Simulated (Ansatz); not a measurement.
# Si (bcc type): the cost of one run

Method: DFT PBE, with the methods named in each step, in Ansatz 0.2.0.

This is Si in the bcc structure; at room conditions it is diamond.

1 further run of the same task is left out (for a known fault of the program).

**1. The starting structure**

The structure is cubic, space group Im-3m (No. 229). The conventional cell has a = 3.082 Å, b = 3.082 Å, c = 3.082 Å, α = 90.00°, β = 90.00°, γ = 90.00°. Around Si (site symmetry m-3m) lie 8 Si at 2.67 Å.

Coordinates:

```
Si
1.0
    -1.54118    1.54118    1.54118
     1.54118   -1.54118    1.54118
     1.54118    1.54118   -1.54118
Si
1
Direct
  0.00000 0.00000 0.00000
```

Whether this phase is the stable one at these pressures isn't tested.

**2. The reference volume, LAPW**

File input.yaml:

```yaml
crystal:
  lattice:
    - [-1.5411780048, 1.5411780048, 1.5411780048]
    - [1.5411780048, -1.5411780048, 1.5411780048]
    - [1.5411780048, 1.5411780048, -1.5411780048]
  atoms:
    - { symbol: Si, position: [0.0, 0.0, 0.0] }
kpoints:
  mp_grid: { grid: [17, 17, 17] }
  band_path:
    path:
      - [0.0, 0.0, 0.0]
      - [0.5, -0.5, 0.5]
      - [0.0, 0.0, 0.5]
      - [0.0, 0.0, 0.0]
      - [0.25, 0.25, 0.25]
      - [0.5, -0.5, 0.5]
      - [0.25, 0.25, 0.25]
      - [0.0, 0.0, 0.5]
    npoints: 14
scf:
  occupations: { method: fermi_dirac, width: 0.05 }
hamiltonian:
  xc: pbe
  pseudopotentials: { kind: all_electron, lapw: { basis_error: 0.001 } }
output:
  forces: true
  stress: true
  eigenvalues: true
  populations: true
  dos: { projected: true, de: 0.2, e_range: [-14, 8] }
```

On the command line:

```console
> ansatz run input.yaml --threads 1 --pin off --max-ram 2048MiB --backend cpu --events-out ev --progress --plain --runs-dir out
```

What time and memory should one allow on 1 thread of Intel Xeon 6975P-C (Granite Rapids), shared host?

About 4.1 s, with a peak of 0.27 GiB.
